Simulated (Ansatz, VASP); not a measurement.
## Two plane-wave programs on Pb

```
CELL_PARAMETERS angstrom
-1.90201 1.90201 1.90201
1.90201 -1.90201 1.90201
1.90201 1.90201 -1.90201
ATOMIC_POSITIONS crystal
Pb 0.00000 0.00000 0.00000
```

Alike in both runs: task single point; functional PBEsol; k mesh 13 × 13 × 13; occupations fermi-dirac, width 0.1 eV; no spin polarisation.

|  | VASP | Ansatz |
| --- | --- | --- |
| version | VASP 6.6.1 | Ansatz 0.2.0 |
| potentials or method | VASP PAW PBE potentials, release 64 (Pb_d) | plane waves (420 eV) with PAW, scalar-relativistic |
| plane-wave cutoff (eV) | 520 | 420 |
| valence electrons in the cell | 14 | 14 |

Ansatz gave:

```
pressure (GPa) : 4.8
```

**Question.** Estimate VASP's values.

**Answer.** Pressure (GPa): 4.7.

Ansatz warned: «pseudo_functional_mismatch».

Caveats: the PAW data sets were made with another functional, which shifts forces and pressure a little (VASP). Spin-orbit coupling is left out, which matters for the levels of Pb.
